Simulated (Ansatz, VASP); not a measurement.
# Cross-check of InP between VASP and Ansatz, part 2 of 2

Aim: how closely do two programs agree when they are given the same cell, functional and k mesh? The cell is taken from a series of VASP runs on this material, whose earlier steps may have relaxed, scaled or displaced it; both programs get it as it stands.

VASP 6.6.1 and Ansatz 0.2.0.

So far. Step 2 (Ansatz: single point, LDA): The run ends at a pressure of -1.21 GPa. Step 3 (VASP: single point, LDA): The run ends at a pressure of -1.18 GPa.

### 6. VASP: band structure, LDA, spin-orbit coupling

Level of this step: LDA, spin-orbit coupling; plane waves and PAW (In_d, P) (VASP).

The same path points are solved in both programs, so levels can be compared one by one.

INCAR

```
SYSTEM = InP
PREC = Accurate
ENCUT = 400
EDIFF = 1E-06
NELM = 100
ISMEAR = 0
SIGMA = 0.02
LREAL = .FALSE.
ALGO = Normal
GGA = CA
LNONCOLLINEAR = .TRUE.
MAGMOM = 0 0 0 0 0 0
NBANDS = 30
GGA_COMPAT = .FALSE.
LASPH = .TRUE.
LSORBIT = .TRUE.
LORBIT = 11
LWAVE = .FALSE.
LCHARG = .FALSE.
KPAR = 4
ISIF = 2
```

POSCAR

```
InP
1.0
    0.0000000000      2.9305000000      2.9305000000
    2.9305000000      0.0000000000      2.9305000000
    2.9305000000      2.9305000000      0.0000000000
In P
1 1
Direct
    0.0000000000      0.0000000000      0.0000000000
    0.2500000000      0.2500000000      0.2500000000
```

KPOINTS

```
Automatic mesh
0
Gamma
8 8 8
0 0 0
```

KPOINTS_OPT

```
Line mode
16
Line-mode
Reciprocal
  0.00000000   0.00000000   0.00000000 GAMMA
  0.50000000   0.00000000   0.50000000 X

  0.50000000   0.00000000   0.50000000 X
  0.50000000   0.25000000   0.75000000 W

  0.50000000   0.25000000   0.75000000 W
  0.37500000   0.37500000   0.75000000 K

  0.37500000   0.37500000   0.75000000 K
  0.00000000   0.00000000   0.00000000 GAMMA

  0.00000000   0.00000000   0.00000000 GAMMA
  0.50000000   0.50000000   0.50000000 L

  0.50000000   0.50000000   0.50000000 L
  0.62500000   0.25000000   0.62500000 U

  0.62500000   0.25000000   0.62500000 U
  0.50000000   0.25000000   0.75000000 W

  0.50000000   0.25000000   0.75000000 W
  0.50000000   0.50000000   0.50000000 L

  0.50000000   0.50000000   0.50000000 L
  0.37500000   0.37500000   0.75000000 K

  0.62500000   0.25000000   0.62500000 U
  0.50000000   0.00000000   0.50000000 X
```

PAW data sets: In_d and P (LDA family, release 64).

Command:

```console
> mpirun -np 4 vasp_ncl
```

Numbers of over 12 decimals in the logs are rounded to 6 here.

Log:

```text
[... set-up lines as in an earlier step ...]
 entering main loop
       N       E                     dE             d eps       ncg     rms          rms(c)
DAV:   1     0.145450278125E+03    0.14545E+03   -0.68191E+03  2612   0.114E+03
DAV:   2     0.574442962759E+01   -0.13971E+03   -0.13316E+03  2654   0.327E+02
DAV:   3    -0.946024126897E+01   -0.15205E+02   -0.14960E+02  3180   0.121E+02
DAV:   4    -0.101041800453E+02   -0.64394E+00   -0.64262E+00  3118   0.252E+01
[...]
DAV:  11    -0.970714279793E+01    0.15696E-04   -0.16273E-04  4006   0.194E-01    0.303E-02
DAV:  12    -0.970714388678E+01   -0.10888E-05   -0.20493E-05  3314   0.355E-02    0.232E-02
DAV:  13    -0.970714361652E+01    0.27026E-06   -0.12124E-06  2676   0.832E-03
   1 F= -.97071436E+01 E0= -.97071436E+01  d E =-.107539E-18  mag=     0.0000     0.0000    -0.0000
 Start KPOINTS_OPT (optional k-point list driver)
k-point batch [1-43\160]
       N       E                     dE             ncg
DAV:   1     0.274151613857E+04   -0.15829E+05     2588
DAV:   2    -0.316469452456E+04   -0.59062E+04     2610
DAV:   3    -0.379374904186E+04   -0.62905E+03     3238
DAV:   4    -0.381926455787E+04   -0.25516E+02     3200
DAV:   5    -0.382072826397E+04   -0.14637E+01     4176
DAV:   6    -0.382074157261E+04   -0.13309E-01     3280
DAV:   7    -0.382074240829E+04   -0.83568E-03     3984
DAV:   8    -0.382074242366E+04   -0.15367E-04     3268
DAV:   9    -0.382074242417E+04   -0.51135E-06     2192
[...]
k-point batch [130-160\160]
       N       E                     dE             ncg
DAV:   1     0.753965017291E+04   -0.13901E+05     1860
DAV:   2     0.327535705402E+04   -0.42643E+04     1890
DAV:   3     0.282328371113E+04   -0.45207E+03     2328
DAV:   4     0.280548400575E+04   -0.17800E+02     2330
DAV:   5     0.280446090812E+04   -0.10231E+01     2874
DAV:   6     0.280444957895E+04   -0.11329E-01     2390
DAV:   7     0.280444897022E+04   -0.60872E-03     2834
DAV:   8     0.280444895862E+04   -0.11603E-04     2486
DAV:   9     0.280444895828E+04   -0.34008E-06     1544
```

OUTCAR, selected parts (step 6):

```text
  Total       -0.3870295     -0.3870295     -0.3870295     -0.0000000      0.0000000     -0.0000000
  in kB      -12.3196803    -12.3196803    -12.3196803     -0.0000000      0.0000000     -0.0000000
  external PRESSURE =     -12.3196803 kB  Pullay stress =       0.0000000 kB

 POSITION                                       TOTAL-FORCE (eV/Angst)
 -----------------------------------------------------------------------------------
      0.00000      0.00000      0.00000        -0.000000     -0.000000     -0.000000
      1.46525      1.46525      1.46525         0.000000      0.000000      0.000000
 -----------------------------------------------------------------------------------
    total drift:                               -0.000000     -0.000000     -0.000000

  FREE ENERGIE OF THE ION-ELECTRON SYSTEM (eV)
  ---------------------------------------------------
  free  energy   TOTEN  =        -9.7071436165 eV

  energy  without entropy=       -9.7071436165  energy(sigma->0) =       -9.70714362

 magnetization (x)
# of ion       s       p       d       tot
------------------------------------------
    1        0.000   0.000  -0.000  -0.000
    2        0.000  -0.000   0.000  -0.000
--------------------------------------------------
tot          0.000  -0.000  -0.000  -0.000

 magnetization (y)
# of ion       s       p       d       tot
------------------------------------------
    1        0.000   0.000   0.000   0.000
    2        0.000  -0.000   0.000  -0.000
--------------------------------------------------
tot          0.000  -0.000   0.000  -0.000

 magnetization (z)
# of ion       s       p       d       tot
------------------------------------------
    1        0.000  -0.000  -0.000  -0.000
    2        0.000  -0.000   0.000  -0.000
--------------------------------------------------
tot          0.000  -0.000  -0.000  -0.000

[... 1 part as in an earlier step ...]

[... 2 further parts left out ...]
[key lines of the parts left out:]
E-fermi :   5.1561
```

The run ends at a pressure of -1.23 GPa.

### 7. Ansatz: band structure, LDA, spin-orbit coupling

The same cell, functional (in two slightly different forms), mesh and smearing now go to Ansatz, which takes its cutoff from its data sets.

The cell is taken from a series of VASP runs on this material, whose earlier steps may have relaxed, scaled or displaced it; both programs get it as it stands.

input.yaml

```yaml
crystal:
  lattice:
    - [0.0, 2.9305, 2.9305]
    - [2.9305, 0.0, 2.9305]
    - [2.9305, 2.9305, 0.0]
  atoms:
    - { symbol: In, position: [0.0, 0.0, 0.0] }
    - { symbol: P, position: [0.25, 0.25, 0.25] }
hamiltonian:
  xc: lda
  pseudopotentials: { kind: paw_fr }
magnetization:
  noncollinear: true
  spin_orbit: true
kpoints:
  mp_grid: { grid: [8, 8, 8] }
  band_path:
    path:
      - [0.0, 0.0, 0.0]
      - [0.16667, 0.0, 0.16667]
      - [0.33333, 0.0, 0.33333]
      - [0.5, 0.0, 0.5]
      - [0.5, 0.08333, 0.58333]
      - [0.5, 0.18333, 0.68333]
      - [0.5, 0.25, 0.75]
      - [0.45, 0.3, 0.75]
      - [0.40833, 0.34167, 0.75]
      - [0.35, 0.35, 0.7]
      - [0.225, 0.225, 0.45]
      - [0.075, 0.075, 0.15]
      - [0.03333, 0.03333, 0.03333]
      - [0.23333, 0.23333, 0.23333]
      - [0.4, 0.4, 0.4]
      - [0.51667, 0.46667, 0.51667]
      - [0.55833, 0.38333, 0.55833]
      - [0.60833, 0.28333, 0.60833]
      - [0.60833, 0.25, 0.64167]
      - [0.55833, 0.25, 0.69167]
      - [0.51667, 0.25, 0.73333]
      - [0.5, 0.3, 0.7]
      - [0.5, 0.38333, 0.61667]
      - [0.5, 0.48333, 0.51667]
      - [0.475, 0.475, 0.55]
      - [0.425, 0.425, 0.65]
      - [0.38333, 0.38333, 0.73333]
      - [0.59167, 0.18333, 0.59167]
      - [0.55, 0.1, 0.55]
      - [0.5, 0.0, 0.5]
    npoints: 1
scf:
  occupations: { method: gaussian, width: 0.02 }
  n_extra_bands: 14
output:
  forces: true
  stress: true
  eigenvalues: true
```

Command:

```console
> ansatz run input.yaml --threads 2 --pin off --max-ram 4608MiB --backend cpu --events-out ev --progress --plain --runs-dir out
```

Log:

```text
[...]
non-collinear run that drives no moment, with spin-orbit: no starting moment large enough to seed its density (crystal.atoms[].spin), no starting occupations that ask for one, no magnetisation constraint and no magnetic field, so the semilocal B_xc is pinned to zero
Crystal: 2 atoms, lattice volume = 50.333 Å³
Basis set: ecut = 420 eV, 941 PW (Γ)
[...]
k-point 1: bands = [... 14 lower, 6.5047, 6.5047, 6.5826, 6.5940, 8.2221, 8.2221, 10.6594, 10.6594, ... 10 higher]
  k-point 2: bands = [... 14 lower, 6.1149, 6.1149, 6.2115, 6.2257, 8.3467, 8.3467, 11.2594, 11.2594, ... 10 higher]
  k-point 28: bands = [... 14 lower, 3.6376, 3.7355, 3.7860, 3.8323, 10.9194, 10.9213, 10.9936, 11.0231, ... 10 higher]
[key lines of the parts left out:]
SCF converged after 7 iterations
Magnetization: |M| = 0.0000 μB,  M = (+0.0000, +0.0000, +0.0000) μB
Free energy (F): -6185.395328 eV
Fermi energy:    7.000082 eV
P = ⅓ Tr σ = -1.2836 GPa (-12.836 kbar)
```

Run time: 18 s. Hardware: 2 threads of Arm Neoverse N1, shared host; peak memory 0.46 GiB; 36 s of CPU time.

### 8. Comparison

What differs besides the data sets and the points named for the pairs above, as far as they apply: spin-orbit coupling enters by fully relativistic files in Ansatz and inside the spheres in VASP. Total energies have different zeros and are not compared.

The two programs side by side:

```csv
quantity,Ansatz,VASP,difference
pressure (GPa),-1.28,-1.23,-0.05
gap over the path points (eV),0.452,0.479,-0.028
```

Levels at points of the path, from each program's valence-band top (eV; 6 filled, then empty):

```csv
k (reciprocal lattice),Ansatz,VASP
0.000 0.000 0.000,-0.11 -0.11 0.00 0.00 0.00 0.00 0.45 0.45 3.60 3.60 4.08 4.08,-0.10 -0.10 0.00 0.00 0.00 0.00 0.48 0.48 3.62 3.62 4.08 4.08
0.167 0.000 0.167,-2.27 -2.27 -0.91 -0.91 -0.83 -0.83 2.48 2.48 2.91 2.91 5.01 5.01,-2.25 -2.25 -0.91 -0.91 -0.83 -0.83 2.50 2.50 2.92 2.92 5.03 5.03
0.333 0.000 0.333,-4.58 -4.58 -2.02 -2.02 -1.92 -1.92 1.85 1.85 2.68 2.68 7.29 7.29,-4.56 -4.56 -2.02 -2.02 -1.92 -1.92 1.85 1.85 2.68 2.68 7.31 7.31
0.500 0.000 0.500,-5.90 -5.90 -2.45 -2.45 -2.34 -2.34 1.57 1.57 2.09 2.09 8.95 8.95,-5.89 -5.89 -2.44 -2.44 -2.34 -2.34 1.56 1.56 2.10 2.10 8.96 8.96
0.500 0.083 0.583,-5.87 -5.87 -2.67 -2.59 -2.52 -2.52 1.98 2.04 2.49 2.49 8.12 8.15,-5.86 -5.85 -2.66 -2.58 -2.52 -2.52 1.98 2.04 2.50 2.50 8.14 8.17
0.500 0.183 0.683,-5.79 -5.78 -3.04 -2.94 -2.89 -2.86 3.34 3.40 3.67 3.69 6.17 6.35,-5.77 -5.76 -3.04 -2.94 -2.89 -2.86 3.34 3.40 3.69 3.70 6.19 6.36
0.500 0.250 0.750,-5.76 -5.75 -3.14 -3.04 -2.99 -2.94 4.15 4.15 4.22 4.25 5.23 5.48,-5.75 -5.74 -3.13 -3.04 -2.99 -2.94 4.14 4.14 4.24 4.27 5.24 5.48
0.450 0.300 0.750,-5.76 -5.75 -3.32 -3.22 -2.62 -2.54 3.22 3.27 4.27 4.28 5.87 6.04,-5.74 -5.73 -3.31 -3.22 -2.62 -2.54 3.22 3.27 4.28 4.29 5.88 6.04
0.408 0.342 0.750,-5.76 -5.75 -3.43 -3.33 -2.18 -2.13 2.40 2.44 4.24 4.26 6.74 6.86,-5.75 -5.74 -3.42 -3.33 -2.18 -2.13 2.41 2.44 4.25 4.26 6.75 6.87
0.350 0.350 0.700,-5.69 -5.68 -3.54 -3.44 -1.85 -1.84 2.32 2.33 4.74 4.75 6.88 6.91,-5.68 -5.67 -3.54 -3.45 -1.85 -1.84 2.32 2.33 4.75 4.76 6.90 6.93
```

Among the levels compared at these points, filled levels agree within 15 meV and empty ones within 28 meV. Ansatz's pressure holds a Pulay correction of 0.04 GPa; VASP's holds none.

### 9. Further runs

Further runs change the set-up of one program: Ansatz's method, potentials or start, or VASP's data sets, cutoff or form of LDA. The table gives Ansatz less VASP for each quantity, since a change that brings one quantity closer may part another.

```csv
run,pressure (GPa),gap over the path points (eV)
as above,-0.052,-0.028
Ansatz's all-electron LAPW method,-0.050,-0.030
```

### 10. Ansatz: single point, LDA, spin-orbit coupling

A single point gives forces, pressure and levels at one fixed geometry, so differences don't come from the geometry; what else differs is listed under the comparison.

The cell is taken from a series of VASP runs on this material, whose earlier steps may have relaxed, scaled or displaced it; both programs get it as it stands.

input.yaml, the sections that differ from step 7:

```yaml
kpoints:
  mp_grid: { grid: [8, 8, 8] }
scf:
  occupations: { method: gaussian, width: 0.02 }
  n_extra_bands: 8
output:
  forces: true
  stress: true
  eigenvalues: true
  write_density: true
  write_potential: true
  elf: true
  volumetric_format: npy
# crystal, hamiltonian, magnetization: as in step 7
```

Log:

```text
[...]
Crystal: 2 atoms, lattice volume = 50.333 Å³
Basis set: ecut = 420 eV, 941 PW (Γ)
Bands: 26, of which v1, the nominal top of the filled ones, is band 18 counted from 1 (17 counted from 0)
Symmetry: 24 space group operations + 24 with time reversal
[...]
k-points: 29 of 512 (time reversal used)
[...]
k-point 0: bands = [... 14 lower, 6.7737, 6.7737, 6.7737, 6.7737, 7.2256, 7.2256, 10.3785, 10.3785, ... 4 higher]
  k-point 1: bands = [... 14 lower, 6.5046, 6.5046, 6.5825, 6.5939, 8.2220, 8.2220, 10.6594, 10.6594, ... 4 higher]
  k-point 2: bands = [... 14 lower, 6.1148, 6.1148, 6.2115, 6.2256, 8.3467, 8.3467, 11.2594, 11.2594, ... 4 higher]
  k-point 28: bands = [... 14 lower, 3.6376, 3.7354, 3.7860, 3.8323, 10.9193, 10.9212, 10.9935, 11.0230, ... 4 higher]
[key lines of the parts left out:]
SCF converged after 6 iterations
Magnetization: |M| = 0.0000 μB,  M = (+0.0000, +0.0000, +0.0000) μB
Free energy (F): -6185.395328 eV
Fermi energy:    6.999985 eV
P = ⅓ Tr σ = -1.2839 GPa (-12.839 kbar)
```

Elapsed: 13 s, on 2 threads; peak memory 0.44 GiB.

The run ends at a pressure of -1.28 GPa.

### 11. VASP: single point, LDA, spin-orbit coupling

The same cell, functional (in two slightly different forms), mesh and smearing now go to VASP, with its own data sets and cutoff.

Changes to INCAR since step 6:

```diff
@@ -3,3 +3,3 @@
 ENCUT = 400
-EDIFF = 1E-06
+EDIFF = 1E-08
 NELM = 100
@@ -20,2 +20 @@
 KPAR = 4
-ISIF = 2
```

POSCAR is that of step 6.

KPOINTS is that of step 6.

KPOINTS_OPT

```
points round the band edges
26
Reciprocal
  0.0000000000   0.0000000000   0.0000000000 1
  0.0000000000   0.0000000000   0.0000000000 1
  0.0000000000  -0.0037312285  -0.0037312285 1
  0.0000000000   0.0037312285   0.0037312285 1
 -0.0037312285   0.0000000000  -0.0037312285 1
  0.0037312285   0.0000000000   0.0037312285 1
 -0.0037312285  -0.0037312285   0.0000000000 1
  0.0037312285   0.0037312285   0.0000000000 1
  0.0000000000  -0.0139921068  -0.0139921068 1
  0.0000000000   0.0139921068   0.0139921068 1
 -0.0139921068   0.0000000000  -0.0139921068 1
  0.0139921068   0.0000000000   0.0139921068 1
 -0.0139921068  -0.0139921068   0.0000000000 1
  0.0139921068   0.0139921068   0.0000000000 1
  0.0000000000  -0.0037312285  -0.0037312285 1
  0.0000000000   0.0037312285   0.0037312285 1
 -0.0037312285   0.0000000000  -0.0037312285 1
  0.0037312285   0.0000000000   0.0037312285 1
 -0.0037312285  -0.0037312285   0.0000000000 1
  0.0037312285   0.0037312285   0.0000000000 1
  0.0000000000  -0.0139921068  -0.0139921068 1
  0.0000000000   0.0139921068   0.0139921068 1
 -0.0139921068   0.0000000000  -0.0139921068 1
  0.0139921068   0.0000000000   0.0139921068 1
 -0.0139921068  -0.0139921068   0.0000000000 1
  0.0139921068   0.0139921068   0.0000000000 1
```

Command:

```console
> mpirun -np 4 vasp_ncl
```

Log:

```text
[... set-up lines as in an earlier step ...]
 entering main loop
       N       E                     dE             d eps       ncg     rms          rms(c)
[... 12 cycles as in an earlier step ...]
DAV:  13    -0.970714362288E+01    0.26390E-06   -0.12760E-06  3470   0.832E-03    0.128E-02
DAV:  14    -0.970714358225E+01    0.40626E-07   -0.13928E-07  3606   0.475E-03    0.804E-03
DAV:  15    -0.970714357287E+01    0.93846E-08   -0.29607E-08  3372   0.245E-03
   1 F= -.97071436E+01 E0= -.97071436E+01  d E =-.165177E-18  mag=    -0.0000    -0.0000    -0.0000
 Start KPOINTS_OPT (optional k-point list driver)
k-point batch [1-26\26]
       N       E                     dE             ncg
DAV:   1     0.228345668883E+04    0.21411E+04     1560
DAV:   2    -0.140341530047E+04   -0.36869E+04     1578
DAV:   3    -0.186048311701E+04   -0.45707E+03     1982
DAV:   4    -0.188284968559E+04   -0.22367E+02     1882
[...]
DAV:   8    -0.188386540043E+04   -0.11256E-04     1892
DAV:   9    -0.188386540112E+04   -0.69034E-06     2418
DAV:  10    -0.188386540113E+04   -0.87716E-08     1272
```

OUTCAR, selected parts (step 11):

```text
  Total       -0.3893219     -0.3893219     -0.3893219      0.0000000     -0.0000000     -0.0000000
  in kB      -12.3926509    -12.3926509    -12.3926509      0.0000000     -0.0000000     -0.0000000
  external PRESSURE =     -12.3926509 kB  Pullay stress =       0.0000000 kB

 POSITION                                       TOTAL-FORCE (eV/Angst)
 -----------------------------------------------------------------------------------
      0.00000      0.00000      0.00000        -0.000000      0.000000      0.000000
      1.46525      1.46525      1.46525         0.000000     -0.000000     -0.000000
 -----------------------------------------------------------------------------------
    total drift:                                0.000000      0.000000      0.000000

  FREE ENERGIE OF THE ION-ELECTRON SYSTEM (eV)
  ---------------------------------------------------
  free  energy   TOTEN  =        -9.7071435729 eV

  energy  without entropy=       -9.7071435729  energy(sigma->0) =       -9.70714357

 magnetization (x)
# of ion       s       p       d       tot
------------------------------------------
    1        0.000  -0.000  -0.000  -0.000
    2       -0.000   0.000   0.000   0.000
--------------------------------------------------
tot         -0.000  -0.000  -0.000  -0.000

 magnetization (y)
# of ion       s       p       d       tot
------------------------------------------
    1       -0.000  -0.000   0.000  -0.000
    2       -0.000   0.000   0.000  -0.000
--------------------------------------------------
tot         -0.000  -0.000   0.000  -0.000

 magnetization (z)
# of ion       s       p       d       tot
------------------------------------------
    1       -0.000   0.000  -0.000   0.000
    2       -0.000   0.000   0.000  -0.000
--------------------------------------------------
tot         -0.000   0.000  -0.000  -0.000

[... 2 parts as in an earlier step ...]

[... 1 further part left out ...]
[key lines of the parts left out:]
E-fermi :   5.1552
```

The run ends at a pressure of -1.24 GPa.

### 12. Comparison

The two programs side by side:

```csv
quantity,Ansatz,VASP,difference
pressure (GPa),-1.28,-1.24,-0.04
gap on the k mesh (eV),0.452,0.480,-0.028
```

A gap on the mesh is an upper bound, since the band edges may lie between its points. Ansatz's pressure holds a Pulay correction of 0.04 GPa; VASP's holds none.

### 13. Other set-ups

Further runs change the set-up of one program: Ansatz's method, potentials or start, or VASP's data sets, cutoff or form of LDA. The table gives Ansatz less VASP for each quantity, since a change that brings one quantity closer may part another.

```csv
run,pressure (GPa),gap on the k mesh (eV)
as above,-0.045,-0.028
Ansatz's all-electron LAPW method,-0.043,-0.030
```

### 14. Results

```
difference in gap on the k mesh (single point, LDA)                               : -0.029 eV
difference in gap over the path points (band structure, LDA, spin-orbit coupling) : -0.028 eV
difference in gap on the k mesh (single point, LDA, spin-orbit coupling)          : -0.028 eV
```

In words: The difference in gap on the k mesh is -0.029 eV (single point, LDA), within the 0.08 eV picked in this series as the mark of a large difference. For single point, LDA, no further run moves any of the tabulated differences by more than a quarter of its size. For band structure, LDA, spin-orbit coupling, no further run moves any of the tabulated differences by more than a quarter of its size. For single point, LDA, spin-orbit coupling, no further run moves any of the tabulated differences by more than a quarter of its size. 2 further runs of this series are not shown here. Such differences can come from data sets, numerical settings and the points named under the comparisons, not from the functional's error against experiment.

[Lines on the potential files, build, host, timing and source positions are cut from VASP's logs without a mark.]

[Logs are printed without paths, hosts, clocks, repeated set-up lines and the standing remarks that a program may print on its own settings, such as how far it seeks lower states.]

[Hosts, paths, dates, database ids (printed as entryN), source tags and the programs' standing remarks are cut or masked in the printed files.]
